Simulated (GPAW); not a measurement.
The system is SiMo3.

```
Mo Si
1.0
     4.88900    0.00000    0.00000
     0.00000    4.88900    0.00000
     0.00000    0.00000    4.88900
Mo Si
6 2
Direct
  0.00000 0.50000 0.25000
  0.00000 0.50000 0.75000
  0.50000 0.25000 0.00000
  0.75000 0.00000 0.50000
  0.50000 0.75000 0.00000
  0.25000 0.00000 0.50000
  0.50000 0.50000 0.50000
  0.00000 0.00000 0.00000
```

- Program: GPAW 26.7.0
- Task: relaxation of cell and atoms
- Functional: PBEsol
- Dispersion: D3
- Potentials or basis: PAW data sets generated in the run's folder for this functional
- Cutoff: 600 eV
- Basis: pw
- k mesh: 4 × 4 × 4
- Occupations: fermi-dirac, width 0.05 eV
- Spin: no spin polarisation

At the start: pressure -9.8 GPa; volume 14.61 Å³/atom.

Task: Where does the relaxation end?

Result: Over 4 steps the energy falls by 16.7 meV/atom and the volume is 14.07 Å³/atom (-3.7 %); space group Pm-3n (No. 223, to 0.05 Å).

The path:
| step | energy change (eV) | largest force (eV/Å) | pressure (GPa) | volume (Å³) |
| --- | --- | --- | --- | --- |
| 1 | 0.0000 | 0.0001 | -9.81 | 116.86 |
| 2 | -0.0316 | 0.0002 | -8.65 | 116.30 |
| 3 | -0.1335 | 0.0005 | 0.42 | 112.35 |
| 4 | -0.1337 | 0.0003 | -0.02 | 112.52 |

Final structure:
```yaml
crystal:
  lattice:
    - [4.82776, 0.00000, 0.00000]
    - [0.00000, 4.82776, 0.00000]
    - [0.00000, 0.00000, 4.82776]
  atoms:
    - { symbol: Mo, position: [0.00000, 0.50000, 0.25000] }
    - { symbol: Mo, position: [0.00000, 0.50000, 0.75000] }
    - { symbol: Mo, position: [0.50000, 0.25000, 0.00000] }
    - { symbol: Mo, position: [0.75000, 0.00000, 0.50000] }
    - { symbol: Mo, position: [0.50000, 0.75000, 0.00000] }
    - { symbol: Mo, position: [0.25000, 0.00000, 0.50000] }
    - { symbol: Si, position: [0.50000, 0.50000, 0.50000] }
    - { symbol: Si, position: [0.00000, 0.00000, 0.00000] }
```

Caveat: later steps reuse the first step's grids; pairwise dispersion overbinds metals, which lowers pressure and volume.
